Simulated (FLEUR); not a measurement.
# GdO (Pm-3m) in FLEUR: further runs

The runs below take GdO through single point, with PBE+U.

All numbers are computed with FLEUR MaX-R8.1 (later development tree); they aren't measurements. Logs are shortened: lines on timing, memory, paths and dates and some standing lists are left out, and cuts for length are marked.

**1. The crystal as given**

The structure is cubic, space group Pm-3m (No. 221). Conventional cell: a = 2.802 Å, b = 2.802 Å, c = 2.802 Å, α = 90.00°, β = 90.00°, γ = 90.00°. Around Gd (site symmetry m-3m) lie 8 O at 2.43 Å. O (site symmetry m-3m) is surrounded by 8 Gd at 2.43 Å.

The cell comes from a database or a generator and needn't be the stable form of this composition.

**2. Single point, PBE+U, collinear spin, ferromagnetic start**

Input file inp.xml:

```xml
<?xml version="1.0" encoding="UTF-8" standalone="no"?>
<fleurInput fleurInputVersion="0.39">
   <comment>
      GdO                                                                                                 
   </comment>
   <calculationSetup>
      <cutoffs Kmax="4.31" Gmax="13.4" GmaxXC="13.4" numbands="0"/>
      <scfLoop itmax="100" minDistance="0.001" maxIterBroyd="50" imix="Anderson" alpha="0.05" precondParam="0.0" spinf="2.0" sdNocoIR="T"/>
      <coreElectrons ctail="T" frcor="F" kcrel="0" coretail_lmax="0"/>
      <xcFunctional name="pbe" relativisticCorrections="F"/>
      <magnetism jspins="2"/>
      <soc l_soc="F" theta="0.0" phi="0.0" spav="F"/>
      <expertModes spex="0" secvar="F"/>
      <geometryOptimization l_f="F" forcealpha="1.0" forcemix="BFGS" epsdisp="0.00001" epsforce="0.00001"/>
      <ldaU l_linMix="F" mixParam="0.05" spinf="1.0"/>
   </calculationSetup>
   <cell>
      <bzIntegration valenceElectrons="24.0" mode="gauss" fermiSmearingEnergy="0.00183747">
         <kPointListSelection listName="default-1"/>
         <!-- k-points included here -->
         <xi:include xmlns:xi="http://www.w3.org/2001/XInclude" href="kpts.xml"> </xi:include>
      </bzIntegration>
      <!-- symmetry operations included here -->
      <xi:include xmlns:xi="http://www.w3.org/2001/XInclude" href="sym.xml"> </xi:include>
      <bulkLattice scale="1.0">
         <bravaisMatrix>
            <row-1>    5.2946606585357543     0.0000000000000000     0.0000000000000000</row-1>
            <row-2>    0.0000000000000000     5.2946606585357543     0.0000000000000000</row-2>
            <row-3>    0.0000000000000000     0.0000000000000000     5.2946606585357543</row-3>
         </bravaisMatrix>
      </bulkLattice>
   </cell>
   <atomSpecies>
      <species name="Gadolinium7.000" element="Gd" atomicNumber="64">
         <mtSphere radius="2.45" gridPoints="811" logIncrement="0.016"/>
         <atomicCutoffs lmax="10" lnonsphr="10"/>
         <electronConfig flipSpins="F">
            <coreConfig>(1s1/2) (2s1/2) (2p1/2) (2p3/2) (3s1/2) (3p1/2) (3p3/2) (4s1/2) (3d3/2) (3d5/2) (4p1/2) (4p3/2) (4d3/2) (4d5/2)</coreConfig>
            <valenceConfig>(5s1/2) (5p1/2) (5p3/2) (6s1/2) (4f5/2) (4f7/2) (5d3/2) (5d5/2)</valenceConfig>
            <stateOccupation state="(4f5/2)" spinUp="2.5" spinDown="0.5"/>
            <stateOccupation state="(4f7/2)" spinUp="4.0" spinDown="0.0"/>
            <stateOccupation state="(5d3/2)" spinUp="0.4" spinDown="0.0"/>
            <stateOccupation state="(5d5/2)" spinUp="0.6" spinDown="0.0"/>
         </electronConfig>
         <energyParameters s="6" p="5" d="5" f="4"/>
         <ldaU l="3" U="8" J="0.0" l_amf="F"/>
         <lo type="SCLO" l="0" n="5" eDeriv="0"/>
         <lo type="HELO" l="1" n="6" eDeriv="0"/>
         <lo type="HELO" l="1" n="6" eDeriv="1"/>
         <lo type="SCLO" l="2" n="5" eDeriv="2"/>
      </species>
      <species name="Oxygen (O)" element="O" atomicNumber="8">
         <mtSphere radius="1.67" gridPoints="553" logIncrement="0.019"/>
         <atomicCutoffs lmax="8" lnonsphr="8"/>
         <electronConfig flipSpins="F">
            <coreConfig>(1s1/2)</coreConfig>
            <valenceConfig>(2s1/2) (2p1/2) (2p3/2)</valenceConfig>
            <stateOccupation state="(2p1/2)" spinUp="0.666667" spinDown="0.666667"/>
            <stateOccupation state="(2p3/2)" spinUp="1.333333" spinDown="1.333333"/>
         </electronConfig>
         <energyParameters s="2" p="2" d="3" f="4"/>
         <lo type="SCLO" l="0" n="2" eDeriv="2"/>
         <lo type="SCLO" l="1" n="2" eDeriv="2"/>
         <lo type="SCLO" l="2" n="3" eDeriv="2"/>
      </species>
   </atomSpecies>
   <atomGroups>
      <atomGroup species="Gadolinium7.000">
         <relPos label="                   1">.0000000000 .0000000000 .0000000000</relPos>
         <force calculate="T" relaxXYZ="TTT"/>
      </atomGroup>
      <atomGroup species="Oxygen (O)">
         <relPos label="                   2">1.000/2.000 1.000/2.000 1.000/2.000</relPos>
         <force calculate="T" relaxXYZ="TTT"/>
      </atomGroup>
   </atomGroups>
   <output dos="F" band="F" slice="F">
      <checks vchk="F" cdinf="F"/>
      <bandDOS minEnergy="-.5*Htr" maxEnergy="0.5*Htr" sigma="0.015" storeEVData="T"/>
      <vacuumDOS vacdos="F" integ="F" star="F" nstars="0" locx1="0.0" locy1="0.0" locx2="0.0" locy2="0.0" nstm="0" tworkf="0.0"/>
      <unfoldingBand unfoldBand="F" supercellX="1" supercellY="1" supercellZ="1"/>
      <plotting iplot="0" polar="F">
         <plot TwoD="T" vec1="  1.0  0.0  0.0" vec2="  0.0  1.0  0.0" vec3="  0.0  0.0  1.0" zero="  0.0  0.0  0.0" file="plot"/>
      </plotting>
      <chargeDensitySlicing numkpt="0" minEigenval="0.0" maxEigenval="0.0" nnne="0" pallst="F"/>
      <specialOutput eonly="F"/>
      <moessbauerParams electricFieldGradient="T" isomerShift="T" coreHyperfine="T" valenceHyperfine="T"/>
      <magneticCircularDichroism mcd="F" energyLo="-10.0" energyUp="0.0"/>
   </output>
  <!-- We include the file relax.xml here to enable relaxations (see documentation) -->
  <xi:include xmlns:xi="http://www.w3.org/2001/XInclude" href="relax.xml"> <xi:fallback/> </xi:include>
</fleurInput>
```

Input file crystal.txt:

```
GdO
&input cartesian=F /
2.8018137600  0.0000000000  0.0000000000
0.0000000000  2.8018137600  0.0000000000
0.0000000000  0.0000000000  2.8018137600
1.8897261246
1.0 1.0 1.0

2
64 0.0000000000  0.0000000000  0.0000000000 : 7.000
8 0.5000000000  0.5000000000  0.5000000000

&kpt div1=7 div2=7 div3=7 gamma=T /
```

Potentials or basis: all-electron, FLAPW.

Launch:

```sh
> inpgen -f crystal.txt -profile fastHighL -nosym
> # inp.xml edited to the form shown
> fleur_MPI
```

Log:

```text
Welcome to FLEUR        (www.flapw.de)
      MaX-Release 8.1          (www.max-centre.eu)

 ========== k-point set info ==========
 Selected k-point list: default-1
 k-point list type: mesh
 7 x 7 x 7
 Number of k points: 343

 ------------Calculation Setup---------------------------
 Number of MPI-tasks      :            1
 Number of PE/node        :            1
 Number of OMP-threads    :            1
 Most efficient MPI parallelization for:
           1           7          49         343
 Additional eigenvalue parallelization possible
 Number of basis functions:          247
 Approximate size of matrices (H+S) per k-point:         0.002 GB
 --------------------------------------------------------
 Complex matrix made real
 Complex matrix made real
 Iteration:     1   Distance:      31.67992111 me/bohr^3
 Iteration:     2   Distance:      30.57267000 me/bohr^3
 Iteration:     3   Distance:      21.41276541 me/bohr^3
 Iteration:     4   Distance:       9.52300806 me/bohr^3
 Iteration:     5   Distance:       1.93213986 me/bohr^3
 Iteration:     6   Distance:       0.39564889 me/bohr^3
 Iteration:     7   Distance:       0.36433362 me/bohr^3
 Iteration:     8   Distance:       0.12083769 me/bohr^3
 Iteration:     9   Distance:       0.12066386 me/bohr^3
 Iteration:    10   Distance:       0.03029089 me/bohr^3
 Iteration:    11   Distance:       0.01894203 me/bohr^3
 Iteration:    12   Distance:       0.00384245 me/bohr^3
 Iteration:    13   Distance:       0.00061787 me/bohr^3

 ********************************************************************
 Run finished successfully
 Stop message:
   all done
 ********************************************************************
```

n_mmp_mat:

```text
     1.000000     0.000000     0.000000     0.000000     0.000000     0.000000     0.000000
     0.000000     0.000000     0.000000     0.000000     0.000000    -0.000000     0.000000
     0.000000     0.000000     1.000000     0.000000     0.000000     0.000000     0.000000
     0.000000     0.000000     0.000000     0.000000     0.000000     0.000000     0.000000
     0.000000     0.000000     0.000000     0.000000     1.000000     0.000000     0.000000
     0.000000    -0.000000     0.000000     0.000000     0.000000     0.000000     0.000000
[... 20 lines left out ...]
     0.000000     0.000000     0.000000     0.000000     0.000000     0.000000     0.000000
     0.000000     0.000000     0.000000     0.000000     0.000000     0.000000     0.000000
```

out.xml (last iteration):

```text
<iteration numberForCurrentRun="   13" overallNumber="   13">
         <energyParameters units="Htr">
            <atomicEP atomType="1" spin="1" branch="6s" branchLowest="-0.88" branchHighest="3.36" value="0.4385027705"/>
            <atomicEP atomType="1" spin="1" branch="5p" branchLowest="-9.31" branchHighest="0.08" value="-0.1317572270"/>
            <atomicEP atomType="1" spin="1" branch="5d" branchLowest="-4.60" branchHighest="1.50" value="0.5710720660"/>
            <atomicEP atomType="1" spin="1" branch="4f" branchLowest="-9.99" branchHighest="0.53" value="0.5116701622"/>
            <loAtomicEP atomType="1" spin="1" branch="5s" branchLowest="-12.73" branchHighest="-0.88" value="-0.9892988456"/>
            <heloAtomicEP atomType="1" spin="1" branch="6p" branchLowest="2.79" branchHighest="2.79" value="2.7948591317"/>
            <heloAtomicEP atomType="1" spin="1" branch="6p" branchLowest="2.79" branchHighest="2.79" value="2.7948591317"/>
            <loAtomicEP atomType="1" spin="1" branch="5d" branchLowest="-4.60" branchHighest="1.50" value="0.5699146212"/>
            <atomicEP atomType="2" spin="1" branch="2s" branchLowest="-17.97" branchHighest="0.57" value="-0.0843813334"/>
            <atomicEP atomType="2" spin="1" branch="2p" branchLowest="-9.99" branchHighest="1.11" value="0.4050344052"/>
            <atomicEP atomType="2" spin="1" branch="3d" branchLowest="-9.99" branchHighest="4.73" value="0.7409542036"/>
            <atomicEP atomType="2" spin="1" branch="4f" branchLowest="-9.99" branchHighest="7.92" value="0.9016809760"/>
            <loAtomicEP atomType="2" spin="1" branch="2s" branchLowest="-17.97" branchHighest="0.57" value="-0.0843813334"/>
            <loAtomicEP atomType="2" spin="1" branch="2p" branchLowest="-9.99" branchHighest="1.11" value="0.4047876682"/>
            <loAtomicEP atomType="2" spin="1" branch="3d" branchLowest="-9.99" branchHighest="4.73" value="0.7409547924"/>
            <atomicEP atomType="1" spin="2" branch="6s" branchLowest="-0.75" branchHighest="3.45" value="0.4618950190"/>
            <atomicEP atomType="1" spin="2" branch="5p" branchLowest="-9.09" branchHighest="0.19" value="-0.0539886738"/>
            <atomicEP atomType="1" spin="2" branch="5d" branchLowest="-4.38" branchHighest="1.59" value="0.5946322790"/>
            <atomicEP atomType="1" spin="2" branch="4f" branchLowest="-9.99" branchHighest="0.74" value="0.6968677290"/>
[... 152 lines left out ...]
         <ldaUDensityMatrix>
            <densityMatrixFor spin="1" atomType="1" uIndex="1" l="3" U="8.00000000" J="0.00000000">
               (+0.99240,+0.00000) (+0.00000,+0.00000) (+0.00000,+0.00000) (+0.00000,+0.00000) (+0.00047,+0.00000) (+0.00000,+0.00000) (+0.00000,+0.00000)
               (+0.00000,+0.00000) (+0.99698,+0.00000) (+0.00000,+0.00000) (+0.00000,+0.00000) (+0.00000,+0.00000) (-0.00518,+0.00000) (+0.00000,+0.00000)
               (+0.00000,+0.00000) (+0.00000,+0.00000) (+0.99216,+0.00000) (+0.00000,+0.00000) (+0.00000,+0.00000) (+0.00000,+0.00000) (+0.00047,+0.00000)
               (+0.00000,+0.00000) (+0.00000,+0.00000) (+0.00000,+0.00000) (+0.99277,+0.00000) (+0.00000,+0.00000) (+0.00000,+0.00000) (+0.00000,+0.00000)
               (+0.00047,+0.00000) (+0.00000,+0.00000) (+0.00000,+0.00000) (+0.00000,+0.00000) (+0.99216,+0.00000) (+0.00000,+0.00000) (+0.00000,+0.00000)
               (+0.00000,+0.00000) (-0.00518,+0.00000) (+0.00000,+0.00000) (+0.00000,+0.00000) (+0.00000,+0.00000) (+0.99698,+0.00000) (+0.00000,+0.00000)
               (+0.00000,+0.00000) (+0.00000,+0.00000) (+0.00047,+0.00000) (+0.00000,+0.00000) (+0.00000,+0.00000) (+0.00000,+0.00000) (+0.99240,+0.00000)
            </densityMatrixFor>
            <densityMatrixFor spin="2" atomType="1" uIndex="1" l="3" U="8.00000000" J="0.00000000">
               (+0.00877,+0.00000) (+0.00000,+0.00000) (+0.00000,+0.00000) (+0.00000,+0.00000) (+0.00263,+0.00000) (+0.00000,+0.00000) (+0.00000,+0.00000)
               (+0.00000,+0.00000) (+0.01189,+0.00000) (+0.00000,+0.00000) (+0.00000,+0.00000) (+0.00000,+0.00000) (-0.00651,+0.00000) (+0.00000,+0.00000)
               (+0.00000,+0.00000) (+0.00000,+0.00000) (+0.00741,+0.00000) (+0.00000,+0.00000) (+0.00000,+0.00000) (+0.00000,+0.00000) (+0.00263,+0.00000)
               (+0.00000,+0.00000) (+0.00000,+0.00000) (+0.00000,+0.00000) (+0.01081,+0.00000) (+0.00000,+0.00000) (+0.00000,+0.00000) (+0.00000,+0.00000)
               (+0.00263,+0.00000) (+0.00000,+0.00000) (+0.00000,+0.00000) (+0.00000,+0.00000) (+0.00741,+0.00000) (+0.00000,+0.00000) (+0.00000,+0.00000)
               (+0.00000,+0.00000) (-0.00651,+0.00000) (+0.00000,+0.00000) (+0.00000,+0.00000) (+0.00000,+0.00000) (+0.01189,+0.00000) (+0.00000,+0.00000)
               (+0.00000,+0.00000) (+0.00000,+0.00000) (+0.00263,+0.00000) (+0.00000,+0.00000) (+0.00000,+0.00000) (+0.00000,+0.00000) (+0.00877,+0.00000)
            </densityMatrixFor>
         </ldaUDensityMatrix>
         <ldaUDensityMatrixConvergence>
            <distance spin="1" distance="0.000001"/>
            <distance spin="2" distance="0.000005"/>
         </ldaUDensityMatrixConvergence>
         <densityConvergence units="me/bohr^3">
            <chargeDensity spin="1" distance="0.0003324476"/>
            <chargeDensity spin="2" distance="0.0004635734"/>
            <overallChargeDensity distance="0.0006178688"/>
            <spinDensity distance="0.0005187308"/>
         </densityConvergence>
      </iteration>
```

Wall time 7.6 min (1 thread of Arm Neoverse V1, shared host); peak memory 0.31 GiB.

Results:

```yaml
Free_energy: -309008.5917 eV
Net_moment: 7.22 μB per cell
Site_moments: Gd +7.14; O -0.04 μB
Valence_electrons_inside_the_program's_atomic_spheres: Gd 15.83; O 5.44 (radii Gd 2.45, O 1.67 bohr)
```

Eigenvalues of the final occupation matrices:
| site | spin | trace | eigenvalues |
| --- | --- | --- | --- |
| atom type 1 | 1 | 6.96 | 0.99 0.99 0.99 0.99 0.99 0.99 1.00 |
| atom type 1 | 2 | 0.07 | 0.01 0.01 0.01 0.01 0.01 0.01 0.02 |

Core levels (eV from the Fermi level):
```csv
atom,levels
1 Gd,"1s1/2 -50046.0, 2s1/2 -8253.7, 2p1/2 -7836.3, 2p3/2 -7140.4, 3s1/2 -1826.0, 3p1/2 -1645.1, 3p3/2 -1502.5, 4s1/2 -365.5, 3d3/2 -1190.4, 3d5/2 -1159.3, 4p1/2 -295.2, 4p3/2 -263.4, 4d3/2 -147.6, 4d5/2 -141.8"
2 O,1s1/2 -508.1
```

Caveat: with Gaussian smearing the program prints no entropy term, so the energy of a metal isn't a free energy; the magnetic or orbital state may not be the lowest; spin-orbit coupling is left out, which moves the levels of the heavy elements; a cell with one magnetic atom can't hold antiferromagnetic order, which such compounds often take. The state reached can hang on the start; a lower one may exist.

**3. Single point, PBE+U, collinear spin, ferromagnetic start**

inp.xml is that of step 2.

crystal.txt is that of step 2.

Potentials or basis: all-electron, FLAPW.

Launch:

```sh
> inpgen -f crystal.txt -profile fastHighL -nosym
> # inp.xml edited to the form shown
> fleur_MPI
```

Run time: 7.5 min. Hardware: 1 thread of Arm Neoverse V1, shared host; peak memory 0.31 GiB.

Results (log left out):

| Quantity | Value |
| --- | --- |
| Free energy | -309008.5917 eV |
| Net moment | 7.22 μB per cell |
| Site moments | Gd +7.14; O -0.04 μB |
| Valence electrons inside the program's atomic spheres | Gd 15.83; O 5.44 (radii Gd 2.45, O 1.67 bohr) |

Levels at points of the mesh, in eV from the Fermi level:
Spin up:
```csv
k point,band 13,band 14,band 15,band 16,band 17,band 18,band 19
"(0.00, 0.00, 0.00)",-4.60,-4.60,-4.60,-3.73,-3.73,2.60,7.20
```
Spin down:
| k point | band 4 | band 5 | band 6 | band 7 | band 8 | band 9 | band 10 | band 11 | band 12 | band 13 |
| --- | --- | --- | --- | --- | --- | --- | --- | --- | --- | --- |
| (0.00, 0.00, 0.00) | -20.14 | -20.14 | -4.76 | -4.76 | -4.76 | -2.71 | -2.71 | 3.54 | 3.59 | 3.59 |

Eigenvalues of the final occupation matrices:
```csv
site,spin,trace,eigenvalues
atom type 1,1,6.96,0.99 0.99 0.99 0.99 0.99 0.99 1.00
atom type 1,2,0.07,0.01 0.01 0.01 0.01 0.01 0.01 0.02
```

Core levels (eV from the Fermi level):
| atom | levels |
| --- | --- |
| 1 Gd | 1s1/2 -50046.0, 2s1/2 -8253.7, 2p1/2 -7836.3, 2p3/2 -7140.4, 3s1/2 -1826.0, 3p1/2 -1645.1, 3p3/2 -1502.5, 4s1/2 -365.5, 3d3/2 -1190.4, 3d5/2 -1159.3, 4p1/2 -295.2, 4p3/2 -263.4, 4d3/2 -147.6, 4d5/2 -141.8 |
| 2 O | 1s1/2 -508.1 |

Caveat: with Gaussian smearing the program prints no entropy term, so the energy of a metal isn't a free energy; the magnetic or orbital state may not be the lowest; spin-orbit coupling is left out, which moves the levels of the heavy elements; a cell with one magnetic atom can't hold antiferromagnetic order, which such compounds often take. The state reached can hang on the start; a lower one may exist.

(Part 1 of 3 ends here.)
